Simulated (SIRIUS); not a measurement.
# WS2 under changes of volume

One of the cells (50.583 Å³/atom); the others are scaled copies at fixed shape and fractional positions:

```
W S
1.0
     3.20460    0.00000    0.00000
    -1.60230    2.77526    0.00000
     0.00000    0.00000   17.06284
W S
1 2
Direct
  0.00000 0.00000 0.00000
  0.33333 0.66667 0.09200
  0.33333 0.66667 0.90800
```

- Program: SIRIUS 7.12.0
- Functional: PBE
- Potentials or basis: all-electron FP-LAPW
- Cutoff: 208 eV
- Basis: apw+lo standard
- k mesh: 10 × 10 × 2
- Occupations: fermi-dirac, width 0.05 eV
- Spin: no spin polarisation

```tsv
volume (Å³/atom)	energy over the lowest point (meV/atom)	gap on the mesh (eV)
46.616	48.04	2.18
47.608	23.43	2.12
48.600	?	?
50.583	0.00	1.94
51.575	6.35	1.88
52.567	18.53	1.83
```

What does the run at 48.600 Å³/atom give?

Energy over the lowest point 7.78 meV/atom; gap on the mesh 2.05 eV.

Worked out: A Birch-Murnaghan fit of order 3 (a polynomial in V^(-2/3)) to the other rows has its minimum at 50.12 Å³/atom with B0 = V·E''(V) = 56 GPa and B' = 4.3 at fixed shape and positions, which overstates the stiffness. It gives 7.80 meV/atom at 48.600 Å³/atom, against the run's 7.78. A straight line through the other rows of the gap, of slope -2.94 eV per unit of ln V, gives 2.06 eV, against the run's 2.05.

Energies are extrapolated to zero smearing.

Caveats: spin-orbit coupling is left out, which moves the levels of the heavy elements.

A mesh can miss the band edges.
